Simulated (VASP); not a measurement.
# InAs (Fm-3m) in VASP: further runs

The runs below take InAs through single point, with PBE.

Everything below comes from runs of VASP 6.6.1. Logs are shortened: lines on timing, memory, paths and dates and some standing lists are left out, and cuts for length are marked.

### Step 1. Starting point

It takes space group Fm-3m (No. 225, cubic). The conventional cell has a = 5.755 Å, b = 5.755 Å, c = 5.755 Å, α = 90.00°, β = 90.00°, γ = 90.00°. In (site symmetry m-3m) is surrounded by 6 As at 2.88 Å. As (site symmetry m-3m) is surrounded by 6 In at 2.88 Å.

Measurements of this composition are mostly on another form, of space group No. 216.

### Step 2. Single point, PBE, spin-orbit coupling, no magnetisation

Input file INCAR:

```
  PREC = Accurate
  ENCUT = 650
  EDIFF = 1E-7
  ISMEAR = 0
  SIGMA = 0.02
  LREAL = False
  LASPH = True
  NELM = 100
  ALGO = Normal
  ISIF = 2
  LWAVE = False
  LCHARG = False
  MAGMOM = 0 0 0 0 0 0
  LORBIT = 11
  LSORBIT = True
  GGA_COMPAT = False
  GGA = PE
  NBANDS = 34
```

Input file KPOINTS:

```
regular mesh
0
Gamma
  5 5 5
```

Input file POSCAR:

```
InAs
1.0
    0.0000000000      2.8773040000      2.8773040000
    2.8773040000      0.0000000000      2.8773040000
    2.8773040000      2.8773040000      0.0000000000
In As
1 1
Direct
    0.5000000000      0.5000000000      0.5000000000
    0.0000000000      0.0000000000      0.0000000000
```

Potentials or basis: VASP PAW PBE potentials, release 64 (In_d, As).

The run is started by

```console
$ cat potpaw_PBE.64/In_d/POTCAR potpaw_PBE.64/As/POTCAR > POTCAR
$ mpirun -np 1 vasp_ncl > vasp.out
```

OUTCAR:

```text
PREC = Accurate
   ENCUT = 650
   EDIFF = 1E-7
   ISMEAR = 0
   LREAL = False
   LASPH = True
   NELM = 100
   ISIF = 2
   LORBIT = 11
   LSORBIT = True
   GGA = PE

 Found     10 irreducible k-points:

 Following reciprocal coordinates:
            Coordinates               Weight
  0.000000  0.000000  0.000000      1.000000
  0.200000  0.000000  0.000000      8.000000
  0.400000  0.000000  0.000000      8.000000
  0.200000  0.200000  0.000000      6.000000
  0.400000  0.200000  0.000000     24.000000
 -0.400000  0.200000  0.000000     24.000000
   k-points           NKPTS =     10   k-points in BZ     NKDIM =     10   number of bands    NBANDS=     34
   number of dos      NEDOS =    301   number of ions     NIONS =      2
   total plane-waves  NPLWV =  46656
   dimension x,y,z NGX =    36 NGY =   36 NGZ =   36
   dimension x,y,z NGXF=    72 NGYF=   72 NGZF=   72
   ions per type =               1   1
   NGX,Y,Z   is equivalent  to a cutoff of  14.71, 14.71, 14.71 a.u.
   NGXF,Y,Z  is equivalent  to a cutoff of  29.42, 29.42, 29.42 a.u.
 SYSTEM =  unknown system
   PREC   = accura    normal or accurate (medium, high low for compatibility)
   ISTART =      0    job   : 0-new  1-cont  2-samecut
   ICHARG =      2    charge: 1-file 2-atom 10-const
   ISPIN  =      1    spin polarized calculation?
   LNONCOLLINEAR =      T non collinear calculations
   LSORBIT =      T    spin-orbit coupling
   LASPH  =      T    aspherical Exc in radial PAW
   ENCUT  =  650.0 eV  47.77 Ry    6.91 a.u.   8.46  8.46  8.46*2*pi/ulx,y,z
   NELM   =    100;   NELMIN=  2; NELMDL= -5     # of ELM steps
   EDIFF  = 0.1E-06   stopping-criterion for ELM
   LREAL  =      F    real-space projection
   EDIFFG = 0.1E-05   stopping-criterion for IOM
   NSW    =      0    number of steps for IOM
   IBRION =     -1    ionic relax: 0-MD 1-quasi-New 2-CG
   NFREE  =      0    steps in history (QN), initial steepest desc. (CG)
   ISIF   =      2    stress and relaxation
   ISYM   =      2    0-nonsym 1-usesym 2-fastsym
   POTIM  = 0.5000    time-step for ionic-motion
   TEBEG  =    0.0;   TEEND  =   0.0 temperature during run
   PSTRESS=    0.0 pullay stress
   NELECT =      18.0000    total number of electrons
   NUPDOWN=      -1.0000    fix difference up-down
   EMIN   =  10.00;   EMAX   =-10.00  energy-range for DOS
   EFERMI =   0.00;   METHOD = LEGACY
   ISMEAR =     0;   SIGMA  =   0.02  broadening in eV -4-tet -1-fermi 0-gaus
   EFERMI_NEDOS =   21; number of points for ismear=-14 and -15
   IALGO  =     38    algorithm
   IMIX   =      4    mixing-type and parameters
     AMIX     =   0.40;   BMIX     =  1.00
     AMIX_MAG =   1.60;   BMIX_MAG =  1.00
  volume/ion in A,a.u.               =      23.82       160.75
  Fermi-wavevector in a.u.,A,eV,Ry     =   1.183505  2.236499 19.057448  1.400683
  Thomas-Fermi vector in A             =   2.319738
   LORBIT       =     11    0 simple, 1 ext, 2 COOP (PROOUT), +10 PAW based schemes
   GGA     = PE    functional components
   LHFCALC =     F    Hartree Fock is set to
   AEXX    =    0.0000 exact exchange contribution
   IVDW    =     0    specifies the selected vdW correction
   LEPSILON=     F    determine dielectric tensor
   LRPA    =     F    only Hartree local field effects (RPA)
 Gauss-broadening in eV      SIGMA  =   0.02
  energy-cutoff  :      650.00
  volume of cell :       47.64
 maximum number of plane-waves:      3614
 NGX is ok and might be reduce to    36
   NGX = 17   NGY = 17   NGZ = 17

 number of electron      18.0000003 magnetization       0.0000000     -0.0000000      0.0000000

 number of electron      18.0000003 magnetization       0.0000000      0.0000000      0.0000000

 number of electron      18.0000003 magnetization      -0.0000000      0.0000000     -0.0000000

 Free energy of the ion-electron system (eV)
  ---------------------------------------------------
  ext. energy  EPLUGINS =         0.00000000
  ---------------------------------------------------
  free energy    TOTEN  =        -7.35143178 eV

  energy without entropy =       -7.35105914  energy(sigma->0) =       -7.35124546

 E-fermi :   6.1496     XC(G=0): -10.0886

 val. band max:        5.9693526881   @ k =   0.4000   0.0000   0.0000
 cond. band min:       6.1658793487   @ k =   0.4000   0.0000   0.0000
 fundamental gap:      0.1965266606
 Fermi energy:         6.1496109701

 k-point     1 :       0.0000    0.0000    0.0000
  band No.  band energies     occupation
      1      -8.9246      1.00000
      2      -8.9246      1.00000
      3      -8.9246      1.00000
      4      -8.9246      1.00000
      5      -8.0778      1.00000
      6      -8.0778      1.00000
[... 22 lines left out ...]
     29      13.6370      0.00000
     30      13.6370      0.00000

 k-point     2 :       0.2000    0.0000    0.0000
  band No.  band energies     occupation
      1      -8.9290      1.00000
      2      -8.9290      1.00000
      3      -8.9196      1.00000
      4      -8.9196      1.00000
      5      -8.0929      1.00000
      6      -8.0929      1.00000
[... 22 lines left out ...]
     29      14.1727      0.00000
     30      14.1727      0.00000

 k-point     3 :       0.4000    0.0000    0.0000
  band No.  band energies     occupation
      1      -8.9373      1.00000
      2      -8.9373      1.00000
      3      -8.9131      1.00000
      4      -8.9131      1.00000
      5      -8.1177      1.00000
      6      -8.1177      1.00000
[... 22 lines left out ...]
     29      16.6202      0.00000
     30      16.6202      0.00000

 k-point     4 :       0.2000    0.2000    0.0000
  band No.  band energies     occupation
      1      -8.9352      1.00000
      2      -8.9352      1.00000
      3      -8.9205      1.00000
      4      -8.9205      1.00000
      5      -8.1074      1.00000
      6      -8.1074      1.00000
[... 22 lines left out ...]
     29      16.0718      0.00000
     30      16.0718      0.00000

 k-point     5 :       0.4000    0.2000    0.0000
  band No.  band energies     occupation
      1      -8.9498      1.00000
      2      -8.9498      1.00000
      3      -8.9177      1.00000
      4      -8.9177      1.00000
      5      -8.1339      1.00000
      6      -8.1339      1.00000
[... 22 lines left out ...]
     29      17.4748      0.00000
     30      17.4748      0.00000

 k-point     6 :      -0.4000    0.2000    0.0000
  band No.  band energies     occupation
      1      -8.9473      1.00000
      2      -8.9473      1.00000
      3      -8.9188      1.00000
      4      -8.9188      1.00000
      5      -8.1324      1.00000
      6      -8.1324      1.00000
[... 22 lines left out ...]
     29      16.4436      0.00000
     30      16.4436      0.00000

 [... further k-points ...]

 [bands above 30 left out]

------------------------ aborting loop because EDIFF is reached ----------------------------------------

  FORCE on cell =-STRESS in cart. coord.  units (eV):
  Direction    XX          YY          ZZ          XY          YZ          ZX
  --------------------------------------------------------------------------------------
  -------------------------------------------------------------------------------------
  Total        0.0360917      0.0360917      0.0360917     -0.0000000     -0.0000000      0.0000000
  in kB        1.2137545      1.2137545      1.2137545     -0.0000000     -0.0000000      0.0000000
  external PRESSURE =       1.2137545 kB  Pullay stress =       0.0000000 kB

 VOLUME and BASIS-vectors are now :
 -----------------------------------------------------------------------------
  energy-cutoff  :      650.00
  volume of cell :       47.64
      direct lattice vectors                 reciprocal lattice vectors
     0.000000000  2.877304000  2.877304000    -0.173773783  0.173773783  0.173773783
     2.877304000  0.000000000  2.877304000     0.173773783 -0.173773783  0.173773783
     2.877304000  2.877304000  0.000000000     0.173773783  0.173773783 -0.173773783

 POSITION                                       TOTAL-FORCE (eV/Angst)
 -----------------------------------------------------------------------------------
      2.87730      2.87730      2.87730         0.000000     -0.000000     -0.000000
      0.00000      0.00000      0.00000        -0.000000      0.000000      0.000000
 -----------------------------------------------------------------------------------
    total drift:                                0.000000      0.000000      0.000000

  FREE ENERGIE OF THE ION-ELECTRON SYSTEM (eV)
  ---------------------------------------------------
  free  energy   TOTEN  =        -7.3514317756 eV

  energy  without entropy=       -7.3510591409  energy(sigma->0) =       -7.35124546

 Spin-Orbit-Coupling matrix elements

 Ion:    1  E_soc:     -0.0664656
 l=   1
     0.0000000    -0.0049409    -0.0049409
    -0.0049409     0.0000000    -0.0049409
    -0.0049409    -0.0049409     0.0000000
 l=   2
     0.0000000    -0.0012608     0.0000000    -0.0012608    -0.0048760
    -0.0012608     0.0000000    -0.0036570    -0.0012608    -0.0012190
     0.0000000    -0.0036570     0.0000000    -0.0036570     0.0000000
    -0.0012608    -0.0012608    -0.0036570     0.0000000    -0.0012190
    -0.0048760    -0.0012190     0.0000000    -0.0012190     0.0000000
 l=   3
     0.0000000     0.0000000     0.0000000     0.0000000     0.0000000     0.0000000     0.0000000
     0.0000000     0.0000000     0.0000000     0.0000000     0.0000000     0.0000000     0.0000000
     0.0000000     0.0000000     0.0000000     0.0000000     0.0000000     0.0000000     0.0000000
     0.0000000     0.0000000     0.0000000     0.0000000     0.0000000     0.0000000     0.0000000
     0.0000000     0.0000000     0.0000000     0.0000000     0.0000000     0.0000000     0.0000000
     0.0000000     0.0000000     0.0000000     0.0000000     0.0000000     0.0000000     0.0000000
     0.0000000     0.0000000     0.0000000     0.0000000     0.0000000     0.0000000     0.0000000

 Ion:    2  E_soc:     -0.0383109
 l=   1
     0.0000000    -0.0063869    -0.0063869
    -0.0063869     0.0000000    -0.0063869
    -0.0063869    -0.0063869     0.0000000
 l=   2
     0.0000000    -0.0000009     0.0000000    -0.0000009     0.0000026
    -0.0000009     0.0000000     0.0000020    -0.0000009     0.0000007
     0.0000000     0.0000020     0.0000000     0.0000020     0.0000000
    -0.0000009    -0.0000009     0.0000020     0.0000000     0.0000007
     0.0000026     0.0000007     0.0000000     0.0000007     0.0000000
 l=   3
     0.0000000     0.0000000     0.0000000     0.0000000     0.0000000     0.0000000     0.0000000
     0.0000000     0.0000000     0.0000000     0.0000000     0.0000000     0.0000000     0.0000000
     0.0000000     0.0000000     0.0000000     0.0000000     0.0000000     0.0000000     0.0000000
     0.0000000     0.0000000     0.0000000     0.0000000     0.0000000     0.0000000     0.0000000
     0.0000000     0.0000000     0.0000000     0.0000000     0.0000000     0.0000000     0.0000000
     0.0000000     0.0000000     0.0000000     0.0000000     0.0000000     0.0000000     0.0000000
     0.0000000     0.0000000     0.0000000     0.0000000     0.0000000     0.0000000     0.0000000

 total charge

# of ion       s       p       d       tot
------------------------------------------
    1        0.871   0.555   9.880  11.306
    2        1.261   1.453   0.022   2.736
--------------------------------------------------
tot          2.132   2.007   9.902  14.041

 magnetization (x)

# of ion       s       p       d       tot
------------------------------------------
    1        0.000   0.000   0.000   0.000
    2        0.000  -0.000   0.000  -0.000
--------------------------------------------------
tot          0.000  -0.000   0.000  -0.000

 magnetization (y)

# of ion       s       p       d       tot
------------------------------------------
    1       -0.000   0.000  -0.000  -0.000
    2        0.000   0.000   0.000   0.000
--------------------------------------------------
tot         -0.000   0.000  -0.000  -0.000

 magnetization (z)

# of ion       s       p       d       tot
------------------------------------------
    1       -0.000  -0.000   0.000  -0.000
    2        0.000  -0.000   0.000  -0.000
--------------------------------------------------
tot         -0.000  -0.000   0.000  -0.000
```

Run time: 42 s. Hardware: 1 thread of Intel Xeon Platinum 8488C (Sapphire Rapids), shared host; peak memory 0.38 GiB.

The run converged, but some of its settings lie outside the range that counts as converged, so its numbers aren't taken as properties of the crystal.

Results:

| Quantity | Value |
| --- | --- |
| Free energy | -7.3514 eV |
| Pressure | 0.1 GPa |
| Valence electrons inside the program's atomic spheres | In 11.31; As 2.74 |

Caveat: the k mesh is coarse (spacing up to 0.38 Å⁻¹), so the values aren't converged.

### Step 3. Single point, PBE, spin-orbit coupling, no magnetisation

INCAR, as its differences from that of step 2:

```diff
@@ -1,3 +1,3 @@
   PREC = Accurate
-  ENCUT = 650
+  ENCUT = 340
   EDIFF = 1E-7
```

Input file KPOINTS:

```
regular mesh
0
Gamma
  7 7 7
```

POSCAR is that of step 2.

Potentials or basis: VASP PAW PBE potentials, release 64 (In_d, As).

The run is started by

```console
$ cat potpaw_PBE.64/In_d/POTCAR potpaw_PBE.64/As/POTCAR > POTCAR
$ mpirun -np 1 vasp_ncl > vasp.out
```

Run time: 19 s. Hardware: 1 thread of Intel Xeon Platinum 8488C (Sapphire Rapids), shared host; peak memory 0.19 GiB.

These settings aren't checked as converged: the numbers below hold their error.

What came out:

| Property | Result |
| --- | --- |
| Free energy | -7.3826 eV |
| Pressure | -0.5 GPa |
| Valence electrons inside the program's atomic spheres | In 11.31; As 2.73 |

### Step 4. Single point, PBE, spin-orbit coupling, no magnetisation

INCAR, as its differences from that of step 3:

```diff
@@ -1,3 +1,3 @@
   PREC = Accurate
-  ENCUT = 340
+  ENCUT = 520
   EDIFF = 1E-7
```

Input file KPOINTS:

```
regular mesh
0
Gamma
  6 6 6
```

POSCAR is that of step 3.

Potentials or basis: VASP PAW PBE potentials, release 64 (In_d, As).

The run is started by

```console
$ cat potpaw_PBE.64/In_d/POTCAR potpaw_PBE.64/As/POTCAR > POTCAR
$ mpirun -np 1 vasp_ncl > vasp.out
```

OUTCAR:

```text
PREC = Accurate
   ENCUT = 520
   EDIFF = 1E-7
   ISMEAR = 0
   LREAL = False
   LASPH = True
   NELM = 100
   ISIF = 2
   LORBIT = 11
   LSORBIT = True
   GGA = PE

 Found     16 irreducible k-points:

 Following reciprocal coordinates:
            Coordinates               Weight
  0.000000  0.000000  0.000000      1.000000
  0.166667  0.000000  0.000000      8.000000
  0.333333  0.000000  0.000000      8.000000
  0.500000  0.000000  0.000000      4.000000
  0.166667  0.166667  0.000000      6.000000
  0.333333  0.166667  0.000000     24.000000
   k-points           NKPTS =     16   k-points in BZ     NKDIM =     16   number of bands    NBANDS=     34
   number of dos      NEDOS =    301   number of ions     NIONS =      2
[... 346 lines left out ...]
     0.0000000     0.0000000     0.0000000     0.0000000     0.0000000     0.0000000     0.0000000
     0.0000000     0.0000000     0.0000000     0.0000000     0.0000000     0.0000000     0.0000000
     0.0000000     0.0000000     0.0000000     0.0000000     0.0000000     0.0000000     0.0000000
     0.0000000     0.0000000     0.0000000     0.0000000     0.0000000     0.0000000     0.0000000
     0.0000000     0.0000000     0.0000000     0.0000000     0.0000000     0.0000000     0.0000000
     0.0000000     0.0000000     0.0000000     0.0000000     0.0000000     0.0000000     0.0000000

 total charge

# of ion       s       p       d       tot
------------------------------------------
    1        0.880   0.556   9.879  11.314
    2        1.264   1.440   0.023   2.727
--------------------------------------------------
tot          2.144   1.996   9.902  14.041

 magnetization (x)

# of ion       s       p       d       tot
------------------------------------------
    1        0.000   0.000  -0.000  -0.000
    2        0.000   0.000   0.000   0.000
--------------------------------------------------
tot          0.000   0.000  -0.000  -0.000

 magnetization (y)

# of ion       s       p       d       tot
------------------------------------------
    1        0.000   0.000  -0.000  -0.000
    2       -0.000   0.000   0.000   0.000
--------------------------------------------------
tot         -0.000   0.000  -0.000  -0.000

 magnetization (z)

# of ion       s       p       d       tot
------------------------------------------
    1        0.000  -0.000   0.000   0.000
    2        0.000   0.000   0.000   0.000
--------------------------------------------------
tot          0.000  -0.000   0.000   0.000
```

OSZICAR:

```text
N       E                     dE             d eps       ncg     rms          rms(c)
DAV:   1     0.156260847814E+03    0.15626E+03   -0.80951E+03  1096   0.126E+03
DAV:   2     0.102717720425E+02   -0.14599E+03   -0.13758E+03  1120   0.336E+02
DAV:   3    -0.683414965202E+01   -0.17106E+02   -0.16692E+02  1274   0.115E+02
DAV:   4    -0.753270127840E+01   -0.69855E+00   -0.69605E+00  1322   0.225E+01
DAV:   5    -0.755855828675E+01   -0.25857E-01   -0.25851E-01  1630   0.429E+00    0.356E+00
DAV:   6    -0.740351722119E+01    0.15504E+00   -0.20055E-01  1522   0.812E+00    0.192E+00
DAV:   7    -0.739467075189E+01    0.88465E-02   -0.87048E-02  1678   0.247E+00    0.642E-01
DAV:   8    -0.739475665702E+01   -0.85905E-04   -0.62019E-03  1400   0.916E-01    0.385E-01
DAV:   9    -0.739496537434E+01   -0.20872E-03   -0.67753E-04  1380   0.244E-01    0.851E-02
DAV:  10    -0.739500148026E+01   -0.36106E-04   -0.19528E-04  1492   0.253E-01    0.423E-02
DAV:  11    -0.739500874561E+01   -0.72654E-05   -0.31828E-05  1392   0.764E-02    0.117E-02
DAV:  12    -0.739500995805E+01   -0.12124E-05   -0.60115E-06  1426   0.203E-02    0.780E-03
DAV:  13    -0.739500962771E+01    0.33034E-06   -0.50799E-07  1372   0.655E-03    0.389E-03
DAV:  14    -0.739500962507E+01    0.26428E-08   -0.13390E-07   992   0.200E-03
   1 F= -.73950096E+01 E0= -.73944538E+01  d E =-.111167E-02  mag=     0.0000     0.0000    -0.0000
```

It took 46 s on 1 thread of Intel Xeon Platinum 8488C (Sapphire Rapids), shared host; peak memory 0.28 GiB.

The run converged, but some of its settings lie outside the range that counts as converged, so its numbers aren't taken as properties of the crystal.

What came out:

```yaml
Free_energy: -7.3950 eV
Pressure: 0.0 GPa
Valence_electrons_inside_the_program's_atomic_spheres: In 11.31; As 2.73
```
